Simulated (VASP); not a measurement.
A run of VASP 6.6.1:

Contents of INCAR:

```
PREC     = Accurate       # precision mode
ENCUT    = 520            # plane-wave cutoff, eV
EDIFF    = 1E-6           # SCF threshold, eV
ISMEAR   = 0              # smearing method
SIGMA    = 0.02           # smearing width, eV
LREAL    = F              # projectors in reciprocal space
LASPH    = T              # aspherical terms in the spheres
NELM     = 100            # most SCF steps
ALGO     = Normal         # electronic algorithm
ISIF     = 2              # what is computed and relaxed
LWAVE    = F              # write WAVECAR
LCHARG   = F              # write CHGCAR
LMAXMIX  = 4              # l up to which the mixer works
GGA      = PS             # functional
NBANDS   = 27             # bands
KPAR     = 2
```

Contents of KPOINTS:

```
regular mesh
0
Gamma
  8 8 8
```

Contents of POSCAR:

```
KTaO3
1.0
    3.9883000000      0.0000000000      0.0000000000
    0.0000000000      3.9883000000      0.0000000000
    0.0000000000      0.0000000000      3.9883000000
Ta K O
1 1 3
Direct
    0.0000000000      0.0000000000      0.0000000000
    0.5000000000      0.5000000000      0.5000000000
    0.0000000000      0.0000000000      0.5000000000
    0.0000000000      0.5000000000      0.0000000000
    0.5000000000      0.0000000000      0.0000000000
```

KPOINTS_OPT

```
path GXMGRX,MR
15
line-mode
reciprocal
 0.0000000000  0.0000000000  0.0000000000  G
 0.0000000000  0.5000000000  0.0000000000  X

 0.0000000000  0.5000000000  0.0000000000  X
 0.5000000000  0.5000000000  0.0000000000  M

 0.5000000000  0.5000000000  0.0000000000  M
 0.0000000000  0.0000000000  0.0000000000  G

 0.0000000000  0.0000000000  0.0000000000  G
 0.5000000000  0.5000000000  0.5000000000  R

 0.5000000000  0.5000000000  0.5000000000  R
 0.0000000000  0.5000000000  0.0000000000  X

 0.5000000000  0.5000000000  0.0000000000  M
 0.5000000000  0.5000000000  0.5000000000  R
```

Potentials or basis: VASP PAW PBE potentials, release 64 (Ta_pv, K_sv, O).

Launch:

```bash
$ cat potpaw_PBE.64/Ta_pv/POTCAR potpaw_PBE.64/K_sv/POTCAR potpaw_PBE.64/O/POTCAR > POTCAR
$ mpirun -np 2 vasp_std > vasp.out
```

Hardware: 2 MPI ranks on AMD EPYC 7R43 64-Core Processor (Zen 3) (shared host).

Problem. Estimate the wall time of this run.

Solution. It took 83 s on 2 MPI ranks on AMD EPYC 7R43 64-Core Processor (Zen 3) (shared host), peak memory 0.2 GiB a rank. Counts: scf iterations 39, k points 35.
